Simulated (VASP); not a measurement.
Crystal: VBiO4.

```
V Bi O
1.0
    -3.65150    3.65150    3.29200
     3.65150   -3.65150    3.29200
     3.65150    3.65150   -3.29200
V Bi O
2 2 8
Cartesian
  0.0000 0.0000 3.2920
  3.6515 0.0000 1.6460
  0.0000 3.6515 1.6460
  0.0000 0.0000 0.0000
  3.6515 2.3516 -1.0995
  4.9514 0.0000 0.5465
  0.0000 1.2999 2.1925
  2.3516 0.0000 0.5465
  3.6515 1.2999 2.7455
  1.2999 0.0000 4.3915
  3.6515 -1.2999 2.7455
  2.3516 3.6515 1.0995
```

Measurements of this composition are mostly on another form, of space group No. 15.

| Quantity | Value |
| --- | --- |
| Program | VASP 6.6.1 |
| Task | relaxation of cell and atoms |
| Functional | r2SCAN |
| Potentials or basis | VASP PAW PBE potentials, release 64 (V_sv, Bi_d, O) |
| Cutoff | 600 eV |
| k mesh | 6 × 6 × 6 |
| Occupations | gaussian, width 0.02 eV |
| Spin | no spin polarisation |

At the start: pressure -0.3 GPa; volume 14.63 Å³/atom.

Problem. Where does the relaxation end?

Solution. Over 14 steps the energy falls by 12.4 meV/atom and the volume is 14.35 Å³/atom (-1.9 %); space group I4_1/amd (No. 141, to 0.05 Å).

The path:
```csv
step,energy change (eV),largest force (eV/Å),pressure (GPa),volume (Å³)
1,0.0000,1.0060,-0.31,175.57
2,-0.0254,1.0294,-4.58,174.83
3,-0.1111,0.1154,-2.74,175.19
4,-0.1267,0.0272,2.39,169.30
5,-0.1473,0.0319,0.10,171.79
6,-0.1481,0.0124,0.10,172.01
7,-0.1482,0.0314,0.09,172.10
8,-0.1481,0.0291,-0.22,172.37
9,-0.1483,0.0076,-0.06,172.23
10,-0.1483,0.0057,0.00,172.16
11,-0.1483,0.0053,0.01,172.14
12,-0.1483,0.0043,0.00,172.15
13,-0.1483,0.0049,-0.02,172.18
14,-0.1483,0.0037,-0.01,172.17
```

Final structure:
```xyz
12
Lattice="-3.6527 3.6527 3.2261 3.6527 -3.6527 3.2261 3.6527 3.6527 -3.2261" Properties=species:S:1:pos:R:3 pbc="T T T"
V     0.0000    0.0000    3.2261
V     3.6527    0.0000    1.6130
Bi    0.0000    3.6527    1.6130
Bi    0.0000    0.0000    0.0000
O     3.6527    2.3271   -1.0926
O     4.9783    0.0000    0.5205
O     0.0000    1.3256    2.1335
O     2.3271    0.0000    0.5205
O     3.6527    1.3256    2.7056
O     1.3256    0.0000    4.3186
O     3.6527   -1.3256    2.7056
O     2.3271    3.6527    1.0926
```

Caveat: the PAW data sets were made with another functional, which shifts forces and pressure a little.
